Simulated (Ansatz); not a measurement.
**V (fcc): energy against volume**

Computed with DFT, BLYP, plane waves (420 eV) with PAW, scalar-relativistic in Ansatz 0.2.0. (PAW data from PBE, frozen cores regenerated.)

The cell is scaled uniformly from the relaxed one, with fractional coordinates and shape fixed. Energies are extrapolated to zero smearing, pressures are those at the given smearing. Magnetic state: spin not included.

A Birch-Murnaghan fit gives V₀ = 14.29 Å³/atom, B₀ = 163 GPa, B₀′ = 3.9.

Problem. What are the energy above the minimum and the pressure at 13.179 Å³/atom?

Solution. 50.3 meV/atom and 15.83 GPa as computed.

Problem. What are the energy above the minimum and the pressure at 13.752 Å³/atom?

Solution. 11.0 meV/atom and 7.12 GPa as computed.

Problem. What are the energy above the minimum and the pressure at 14.898 Å³/atom?

Solution. 12.2 meV/atom and -5.87 GPa as computed.
